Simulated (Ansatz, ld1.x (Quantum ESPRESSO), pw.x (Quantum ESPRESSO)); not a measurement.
**Equation-of-state test of one TM potential (chromium (Cr))**

| Property | Result |
| --- | --- |
| Element | chromium |
| Generator | ld1.x (Quantum ESPRESSO) 7.5 |
| Type | norm-conserving Troullier–Martins (Kleinman–Bylander form) |
| Functional | PBEsol |
| Relativity | scalar-relativistic |
| Frozen core | [Ar] |
| Valence charge | 6 |
| Reference configuration | 3d5 4s1 4p0 |
| Partial waves | 4p (bound, empty): rc 4.10 bohr; 3d (bound): rc 1.75 bohr; 4s (bound): rc 2.75 bohr |
| Local potential | the s channel |
| Core correction | none |

Atomic tests: cutoffs needed: 80 Ry and 90 Ry (the cutoffs (Ry, on a coarse ladder) from which the occupation-weighted sum of valence levels, in a spherical-Bessel basis at the reference potential, stays within 10 and 1 mRy of its value at 400 Ry); ghost test: no extra level below or beside the all-electron valence levels (p, d, s, f tested) (spherical-Bessel basis up to 400 Ry, 20 bohr box); configuration tests: 1 of 7 tests not solved or not reliable.

Crystal test: fcc Cr in pw.x 7.5, no spin, 16³ k-points, Fermi–Dirac smearing 0.01 Ry, cutoffs 110/440 Ry. The reference is all-electron LAPW (Ansatz 0.2.0) with the same functional, mesh and smearing; V0 and B0 come from Birch–Murnaghan fits to the pressures at five volumes. Errors are pseudo minus all-electron; Δ is the rms difference of the E(V) curves that follow from these fits, minima aligned, over ±6 % about the mean V0. Mesh and smearing are coarse, so the numbers serve the comparison and aren't converged zero-temperature values; the lattice is a test structure that the element need not adopt. Spin polarisation and strong correlation are left out, which matters for this element.

```json
{"V (Å³/atom)": "10.944", "P all-electron (GPa)": "13.84", "P pseudo (GPa)": "39.83"}
{"V (Å³/atom)": "11.232", "P all-electron (GPa)": "6.14", "P pseudo (GPa)": "30.18"}
{"V (Å³/atom)": "11.520", "P all-electron (GPa)": "-0.63", "P pseudo (GPa)": "21.62"}
{"V (Å³/atom)": "11.808", "P all-electron (GPa)": "-6.59", "P pseudo (GPa)": "14.04"}
{"V (Å³/atom)": "12.096", "P all-electron (GPa)": "-11.83", "P pseudo (GPa)": "7.31"}
```

All-electron: a0 = 3.582 Å (V0 = 11.49 Å³/atom), B0 = 256.5 GPa.

Pseudopotential: mean pressure error (GPa): +22.41. The pressure does not cross zero within the volumes sampled, so no fit is given. The largest radius (4.10 bohr) exceeds half the bond length (2.40 bohr), so the spheres overlap, which is one possible source of error among others. This is a poor potential for the solid. Atomic configuration tests: 1 of 7 tests not solved or not reliable.

**Question.** At the middle volume, how do free energy and pressure move when the wave cutoff is lowered (ecutrho kept at four times it)?

**Answer.**

```tsv
cutoff (Ry)	shift of F (meV/atom)	shift of P (GPa)
50	+3756.5	-242.19
66	+301.5	-33.61
88	+2.0	-0.12
```

The run at the middle volume (145 k-points, 9 iterations) took about 13 s on one core of a shared host (Neoverse-V2, 96 threads, 742 GiB, load 52).
